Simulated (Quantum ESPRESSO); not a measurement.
# Co (Im-3m) in Quantum ESPRESSO: reference runs

How does Co come out in PBE? The cell is run as given and disturbed.

All numbers are computed with Quantum ESPRESSO 7.5; they aren't measurements. Logs are shortened: lines on timing, memory, paths and dates and some standing lists are left out, and cuts for length are marked.

## Step 1: Starting point

The structure is cubic, space group Im-3m (No. 229). The conventional cell has a = 2.805 Å, b = 2.805 Å, c = 2.805 Å, α = 90.00°, β = 90.00°, γ = 90.00°. Around Co (site symmetry m-3m) lie 8 Co at 2.43 Å.

This isn't the form of Co at room conditions, which is hcp.

## Step 2: Single point, PBE, collinear spin, ferromagnetic start

Input file pw.in:

```
&CONTROL
  calculation = 'scf'
  prefix = 'pwscf'
  outdir = './tmp'
  pseudo_dir = './pseudo'
  tprnfor = .true.
  tstress = .true.
  disk_io = 'nowf'
/
&SYSTEM
  ibrav = 0
  nat = 1
  ntyp = 1
  ecutwfc = 55
  ecutrho = 440
  nbnd = 18
  occupations = 'smearing'
  smearing = 'fd'
  degauss = 0.00367493
  nspin = 2
  starting_magnetization(1) = 0.1176
/
&ELECTRONS
  conv_thr = 2d-10
  electron_maxstep = 120
  mixing_beta = 0.3
/
ATOMIC_SPECIES
Co    58.9332 Co_pbe_v1.2.uspp.F.UPF
CELL_PARAMETERS angstrom
  -1.4023200000    1.4023200000    1.4023200000
   1.4023200000   -1.4023200000    1.4023200000
   1.4023200000    1.4023200000   -1.4023200000
ATOMIC_POSITIONS crystal
Co     0.0000000000    0.0000000000    0.0000000000
K_POINTS automatic
13 13 13 0 0 0
```

Potentials or basis: SSSP 1.3 efficiency PBE.

The run is started by

```console
$ OMP_NUM_THREADS=1 pw.x -in pw.in > pw.out
```

pw.out:

```text
This program is part of the open-source Quantum ESPRESSO suite
     for quantum simulation of materials; please cite
[... 6 lines left out ...]
     using ibrav=0 with symmetry is DISCOURAGED, use correct ibrav instead

     Subspace diagonalization in iterative solution of the eigenvalue problem:
     a serial algorithm will be used

     G-vector sticks info
     --------------------
     sticks:   dense  smooth     PW     G-vecs:    dense   smooth      PW
     Sum         693     345    117                11537     4093     791

     Using Slab Decomposition

     bravais-lattice index     =            0
     lattice parameter (alat)  =       4.5899  a.u.
     unit-cell volume          =      74.4386 (a.u.)^3
     number of atoms/cell      =            1
     number of atomic types    =            1
     number of electrons       =        17.00
     number of Kohn-Sham states=           18
     kinetic-energy cutoff     =      55.0000  Ry
     charge density cutoff     =     440.0000  Ry
     scf convergence threshold =      2.0E-10
     mixing beta               =       0.3000
     number of iterations used =            8  plain     mixing
     Exchange-correlation= SLA  PW   PBE  PBE
                           (   1   4   3   4   0   0   0)

     celldm(1)=   4.589936  celldm(2)=   0.000000  celldm(3)=   0.000000
     celldm(4)=   0.000000  celldm(5)=   0.000000  celldm(6)=   0.000000

     crystal axes: (cart. coord. in units of alat)
               a(1) = (  -0.577350   0.577350   0.577350 )
               a(2) = (   0.577350  -0.577350   0.577350 )
               a(3) = (   0.577350   0.577350  -0.577350 )

     reciprocal axes: (cart. coord. in units 2 pi/alat)
               b(1) = (  0.000000  0.866025  0.866025 )
               b(2) = (  0.866025  0.000000  0.866025 )
               b(3) = (  0.866025  0.866025  0.000000 )

     PseudoPot. # 1 for Co read from file:
     Co_pbe_v1.2.uspp.F.UPF
     Pseudo is Ultrasoft + core correction, Zval = 17.0
     Generated by new atomic code, or converted to UPF format
     Using radial grid of  863 points,  6 beta functions with:
                l(1) =   0
                l(2) =   0
                l(3) =   1
                l(4) =   1
                l(5) =   2
                l(6) =   2
     Q(r) pseudized with  8 coefficients,  rinner =    1.200   1.200   1.200
                                                       1.200   1.200

     atomic species   valence    mass     pseudopotential
     Co               17.00    58.93320     Co( 1.00)

     Starting magnetic structure
     atomic species   magnetization
     Co              0.118

     48 Sym. Ops., with inversion, found

   Cartesian axes

     site n.     atom                  positions (alat units)
         1        Co     tau(   1) = (   0.0000000   0.0000000   0.0000000  )

     number of k points=    84  Fermi-Dirac smearing, width (Ry)=  0.0037
                       cart. coord. in units 2pi/alat
        k(    1) = (   0.0000000   0.0000000   0.0000000), wk =   0.0004552
        k(    2) = (   0.0666173   0.0666173   0.0000000), wk =   0.0054620
        k(    3) = (   0.1332347   0.1332347   0.0000000), wk =   0.0054620
        k(    4) = (   0.1998520   0.1998520   0.0000000), wk =   0.0054620
        k(    5) = (   0.2664694   0.2664694   0.0000000), wk =   0.0054620
        k(    6) = (   0.3330867   0.3330867   0.0000000), wk =   0.0054620
        k(    7) = (   0.3997040   0.3997040   0.0000000), wk =   0.0054620
        k(    8) = (   0.1332347   0.0666173   0.0666173), wk =   0.0109240
        k(    9) = (   0.1998520   0.1332347   0.0666173), wk =   0.0218480
        k(   10) = (   0.2664694   0.1998520   0.0666173), wk =   0.0218480
        k(   11) = (   0.3330867   0.2664694   0.0666173), wk =   0.0218480
        k(   12) = (   0.3997040   0.3330867   0.0666173), wk =   0.0218480
        k(   13) = (   0.4663214   0.3997040   0.0666173), wk =   0.0109240
        k(   14) = (   0.2664694   0.1332347   0.1332347), wk =   0.0109240
        k(   15) = (   0.3330867   0.1998520   0.1332347), wk =   0.0218480
        k(   16) = (   0.3997040   0.2664694   0.1332347), wk =   0.0218480
        k(   17) = (   0.4663214   0.3330867   0.1332347), wk =   0.0218480
        k(   18) = (   0.3997040   0.1998520   0.1998520), wk =   0.0109240
        k(   19) = (   0.4663214   0.2664694   0.1998520), wk =   0.0218480
        k(   20) = (   0.5329387   0.3330867   0.1998520), wk =   0.0109240
        k(   21) = (   0.5329387   0.2664694   0.2664694), wk =   0.0109240
        k(   22) = (   0.1332347   0.1332347   0.1332347), wk =   0.0036413
        k(   23) = (   0.1998520   0.1998520   0.1332347), wk =   0.0109240
        k(   24) = (   0.2664694   0.2664694   0.1332347), wk =   0.0109240
        k(   25) = (   0.3330867   0.3330867   0.1332347), wk =   0.0109240
        k(   26) = (   0.3997040   0.3997040   0.1332347), wk =   0.0109240
        k(   27) = (   0.0000000   0.0000000   0.1332347), wk =   0.0027310
        k(   28) = (   0.2664694   0.1998520   0.1998520), wk =   0.0109240
        k(   29) = (   0.3330867   0.2664694   0.1998520), wk =   0.0218480
        k(   30) = (   0.3997040   0.3330867   0.1998520), wk =   0.0218480
        k(   31) = (   0.4663214   0.3997040   0.1998520), wk =   0.0109240
        k(   32) = (   0.0000000  -0.0666173   0.1998520), wk =   0.0109240
        k(   33) = (   0.3997040   0.2664694   0.2664694), wk =   0.0109240
        k(   34) = (   0.4663214   0.3330867   0.2664694), wk =   0.0218480
        k(   35) = (   0.0000000  -0.1332347   0.2664694), wk =   0.0109240
        k(   36) = (   0.0666173  -0.0666173   0.2664694), wk =   0.0109240
        k(   37) = (   0.5329387   0.3330867   0.3330867), wk =   0.0036413
        k(   38) = (   0.0000000  -0.1998520   0.3330867), wk =   0.0109240
        k(   39) = (   0.0666173  -0.1332347   0.3330867), wk =   0.0218480
        k(   40) = (   0.0000000  -0.2664694   0.3997040), wk =   0.0109240
        k(   41) = (   0.0666173  -0.1998520   0.3997040), wk =   0.0218480
        k(   42) = (   0.1332347  -0.1332347   0.3997040), wk =   0.0109240
        k(   43) = (   0.0000000  -0.3330867   0.4663214), wk =   0.0109240
        k(   44) = (   0.0666173  -0.2664694   0.4663214), wk =   0.0218480
        k(   45) = (   0.1332347  -0.1998520   0.4663214), wk =   0.0218480
        k(   46) = (  -0.7994081  -0.3330867  -0.3330867), wk =   0.0109240
        k(   47) = (  -0.7327907  -0.2664694  -0.3330867), wk =   0.0218480
        k(   48) = (  -0.6661734  -0.1998520  -0.3330867), wk =   0.0109240
        k(   49) = (  -0.6661734  -0.2664694  -0.2664694), wk =   0.0109240
        k(   50) = (   0.2664694   0.2664694   0.2664694), wk =   0.0036413
        k(   51) = (   0.3330867   0.3330867   0.2664694), wk =   0.0109240
        k(   52) = (   0.3997040   0.3997040   0.2664694), wk =   0.0109240
        k(   53) = (   0.0000000   0.0000000   0.2664694), wk =   0.0027310
        k(   54) = (   0.3997040   0.3330867   0.3330867), wk =   0.0109240
        k(   55) = (   0.4663214   0.3997040   0.3330867), wk =   0.0109240
        k(   56) = (   0.0000000  -0.0666173   0.3330867), wk =   0.0109240
        k(   57) = (   0.0000000  -0.1332347   0.3997040), wk =   0.0109240
        k(   58) = (   0.0666173  -0.0666173   0.3997040), wk =   0.0109240
        k(   59) = (   0.0000000  -0.1998520   0.4663214), wk =   0.0109240
        k(   60) = (   0.0666173  -0.1332347   0.4663214), wk =   0.0218480
        k(   61) = (   0.0000000  -0.2664694   0.5329387), wk =   0.0109240
        k(   62) = (   0.0666173  -0.1998520   0.5329387), wk =   0.0218480
        k(   63) = (   0.1332347  -0.1332347   0.5329387), wk =   0.0109240
        k(   64) = (  -0.7994081  -0.2664694  -0.2664694), wk =   0.0109240
        k(   65) = (  -0.7327907  -0.1998520  -0.2664694), wk =   0.0218480
        k(   66) = (  -0.6661734  -0.1998520  -0.1998520), wk =   0.0036413
        k(   67) = (   0.3997040   0.3997040   0.3997040), wk =   0.0036413
        k(   68) = (   0.0000000   0.0000000   0.3997040), wk =   0.0027310
        k(   69) = (   0.0000000  -0.0666173   0.4663214), wk =   0.0109240
        k(   70) = (   0.0000000  -0.1332347   0.5329387), wk =   0.0109240
        k(   71) = (   0.0666173  -0.0666173   0.5329387), wk =   0.0109240
        k(   72) = (   0.0000000  -0.1998520   0.5995560), wk =   0.0109240
        k(   73) = (   0.0666173  -0.1332347   0.5995560), wk =   0.0218480
        k(   74) = (  -0.7994081  -0.1998520  -0.1998520), wk =   0.0109240
        k(   75) = (  -0.7327907  -0.1332347  -0.1998520), wk =   0.0109240
        k(   76) = (   0.0000000   0.0000000   0.5329387), wk =   0.0027310
        k(   77) = (   0.0000000  -0.0666173   0.5995560), wk =   0.0109240
        k(   78) = (   0.0000000  -0.1332347   0.6661734), wk =   0.0109240
        k(   79) = (   0.0666173  -0.0666173   0.6661734), wk =   0.0109240
        k(   80) = (  -0.7994081  -0.1332347  -0.1332347), wk =   0.0109240
        k(   81) = (   0.0000000   0.0000000   0.6661734), wk =   0.0027310
        k(   82) = (   0.0000000  -0.0666173   0.7327907), wk =   0.0109240
        k(   83) = (  -0.7994081  -0.0666173  -0.0666173), wk =   0.0036413
        k(   84) = (   0.0000000   0.0000000   0.7994081), wk =   0.0027310

     Dense  grid:    11537 G-vectors     FFT dimensions: (  32,  32,  32)

     Smooth grid:     4093 G-vectors     FFT dimensions: (  24,  24,  24)

     Check: negative core charge=   -0.000037
     Generating pointlists ...
     new r_m :   0.4125 (alat units)  1.8933 (a.u.) for type    1

     Initial potential from superposition of free atoms

     starting charge      16.0000, renormalised to      17.0000
     Starting wfcs are   13 randomized atomic wfcs +    5 random wfcs

     Self-consistent Calculation

     iteration #  1     ecut=    55.00 Ry     beta= 0.30
     Davidson diagonalization with overlap
     ethr =  1.00E-02,  avg # of iterations =  5.1

     total energy              =    -296.91677641 Ry
     estimated scf accuracy    <       7.15151899 Ry

     total magnetization       =     1.63 Bohr mag/cell
     absolute magnetization    =     1.63 Bohr mag/cell

     iteration #  2     ecut=    55.00 Ry     beta= 0.30
     Davidson diagonalization with overlap
     ethr =  1.00E-02,  avg # of iterations =  2.0

     total energy              =    -298.42776463 Ry
     estimated scf accuracy    <       0.29225142 Ry

     total magnetization       =     1.65 Bohr mag/cell
     absolute magnetization    =     1.72 Bohr mag/cell

     iteration #  3     ecut=    55.00 Ry     beta= 0.30
     Davidson diagonalization with overlap
     ethr =  1.72E-03,  avg # of iterations =  1.0

     total energy              =    -298.48190697 Ry
     estimated scf accuracy    <       0.00685817 Ry

     total magnetization       =     1.75 Bohr mag/cell
     absolute magnetization    =     1.83 Bohr mag/cell

     iteration #  4     ecut=    55.00 Ry     beta= 0.30
     Davidson diagonalization with overlap
     ethr =  4.03E-05,  avg # of iterations =  1.8

     total energy              =    -298.48318440 Ry
     estimated scf accuracy    <       0.00158061 Ry

     total magnetization       =     1.73 Bohr mag/cell
     absolute magnetization    =     1.83 Bohr mag/cell

     iteration #  5     ecut=    55.00 Ry     beta= 0.30
     Davidson diagonalization with overlap
     ethr =  9.30E-06,  avg # of iterations =  2.0

     total energy              =    -298.48360514 Ry
     estimated scf accuracy    <       0.00021838 Ry

     total magnetization       =     1.73 Bohr mag/cell
     absolute magnetization    =     1.88 Bohr mag/cell

     iteration #  6     ecut=    55.00 Ry     beta= 0.30
     Davidson diagonalization with overlap
     ethr =  1.28E-06,  avg # of iterations =  1.5

     total energy              =    -298.48362690 Ry
     estimated scf accuracy    <       0.00018643 Ry

     total magnetization       =     1.74 Bohr mag/cell
     absolute magnetization    =     1.89 Bohr mag/cell

     iteration #  7     ecut=    55.00 Ry     beta= 0.30
     Davidson diagonalization with overlap
     ethr =  1.10E-06,  avg # of iterations =  1.0

     total energy              =    -298.48363950 Ry
     estimated scf accuracy    <       0.00004069 Ry

     total magnetization       =     1.74 Bohr mag/cell
     absolute magnetization    =     1.90 Bohr mag/cell

     iteration #  8     ecut=    55.00 Ry     beta= 0.30
     Davidson diagonalization with overlap
     ethr =  2.39E-07,  avg # of iterations =  1.1

     total energy              =    -298.48364767 Ry
     estimated scf accuracy    <       0.00000098 Ry

     total magnetization       =     1.74 Bohr mag/cell
     absolute magnetization    =     1.90 Bohr mag/cell

     iteration #  9     ecut=    55.00 Ry     beta= 0.30
     Davidson diagonalization with overlap
     ethr =  5.77E-09,  avg # of iterations =  1.3

     total energy              =    -298.48364774 Ry
     estimated scf accuracy    <       0.00000041 Ry

     total magnetization       =     1.74 Bohr mag/cell
     absolute magnetization    =     1.90 Bohr mag/cell

     iteration # 10     ecut=    55.00 Ry     beta= 0.30
     Davidson diagonalization with overlap
     ethr =  2.40E-09,  avg # of iterations =  1.5

     total energy              =    -298.48364789 Ry
     estimated scf accuracy    <       0.00000002 Ry

     total magnetization       =     1.74 Bohr mag/cell
     absolute magnetization    =     1.91 Bohr mag/cell

     iteration # 11     ecut=    55.00 Ry     beta= 0.30
     Davidson diagonalization with overlap
     ethr =  9.93E-11,  avg # of iterations =  1.3

     total energy              =    -298.48364790 Ry
     estimated scf accuracy    <          2.3E-10 Ry

     total magnetization       =     1.74 Bohr mag/cell
     absolute magnetization    =     1.91 Bohr mag/cell

     iteration # 12     ecut=    55.00 Ry     beta= 0.30
     Davidson diagonalization with overlap
     ethr =  1.34E-12,  avg # of iterations =  2.0

     Magnetic moment per site  (integrated on atomic sphere of radius R)
     atom   1 (R=0.413)  charge= 15.4469  magn=  1.8202

     End of self-consistent calculation

     Number of k-points >= 100: set verbosity='high' to print the bands.

     the Fermi energy is    18.5051 ev

!    total energy              =    -298.48364792 Ry
     estimated scf accuracy    <          1.1E-11 Ry
     smearing contrib. (-TS)   =      -0.00103516 Ry
     internal energy E=F+TS    =    -298.48261276 Ry

     The total energy is F=E-TS. E is the sum of the following terms:
     one-electron contribution =    -156.25738866 Ry
     hartree contribution      =      88.89610333 Ry
     xc contribution           =     -32.68016260 Ry
     ewald contribution        =    -198.44116483 Ry

     total magnetization       =     1.74 Bohr mag/cell
     absolute magnetization    =     1.91 Bohr mag/cell

     convergence has been achieved in  12 iterations

     Forces acting on atoms (cartesian axes, Ry/au):

     atom    1 type  1   force =     0.00000000    0.00000000    0.00000000

     Total force =     0.000000     Total SCF correction =     0.000000

     Computing stress (Cartesian axis) and pressure

          total   stress  (Ry/bohr**3)                   (kbar)     P=        4.30
   0.00002924  -0.00000000  -0.00000000            4.30       -0.00       -0.00
  -0.00000000   0.00002924  -0.00000000           -0.00        4.30       -0.00
  -0.00000000  -0.00000000   0.00002924           -0.00       -0.00        4.30

=------------------------------------------------------------------------------=
   JOB DONE.
=------------------------------------------------------------------------------=
```

Wall time 23 s (1 thread of Intel Xeon Platinum 8488C (Sapphire Rapids), shared host); peak memory 0.11 GiB.

What came out:

* Free energy: -4061.0769 eV
* Pressure: 0.4 GPa
* Band gap on the k mesh: none (metal or under the smearing width)
* Net moment: 1.74 μB per cell
* Absolute moment: 1.91 μB per cell
* Site moments: Co +1.82 μB
* Valence electrons inside the program's atomic spheres: Co 15.45

## Step 3: Single point, PBE, collinear spin, ferromagnetic start (cell strained at random at fixed volume)

Changes to pw.in since step 2:

```diff
@@ -30,7 +30,7 @@
 CELL_PARAMETERS angstrom
-  -1.4023200000    1.4023200000    1.4023200000
-   1.4023200000   -1.4023200000    1.4023200000
-   1.4023200000    1.4023200000   -1.4023200000
+  -1.4162930000    1.3836180000    1.4262450000
+   1.4125490000   -1.3717320000    1.4106140000
+   1.4131360000    1.3685750000   -1.4143590000
 ATOMIC_POSITIONS crystal
-Co     0.0000000000    0.0000000000    0.0000000000
+Co    -0.0071360000   -0.0030130000   -0.0029040000
 K_POINTS automatic
```

Potentials or basis: SSSP 1.3 efficiency PBE.

The run is started by

```console
$ OMP_NUM_THREADS=1 pw.x -in pw.in > pw.out
```

Run time: 4.4 min. Hardware: 1 thread of Intel Xeon Platinum 8488C (Sapphire Rapids), shared host; peak memory 0.4 GiB.

It converged, with:

```
Free energy                                           : -4061.0777 eV
Pressure                                              : 0.5 GPa
Band gap on the k mesh                                : none (metal or under the smearing width)
Net moment                                            : 1.75 μB per cell
Absolute moment                                       : 1.91 μB per cell
Site moments                                          : Co +1.82 μB
Valence electrons inside the program's atomic spheres : Co 15.43
```

Stress tensor (GPa, compression positive):
```
 0.95  0.31  0.38
 0.31 -0.57 -1.19
 0.38 -1.19  1.18
```

Levels at points of the mesh, in eV from the Fermi level:
Spin up:
```
           k point  band 5  band 6  band 7  band 8  band 9  band 10  band 11  band 12  band 13  band 14
(0.00, 0.00, 0.00)   -9.36   -3.31   -3.16   -3.12   -2.05    -1.97    24.62    24.74    25.38    29.84
```
Spin down:
```csv
k point,band 4,band 5,band 6,band 7,band 8,band 9,band 10,band 11,band 12,band 13
"(0.00, 0.00, 0.00)",-57.39,-9.32,-1.60,-1.40,-1.36,0.19,0.40,24.32,24.45,25.11
```
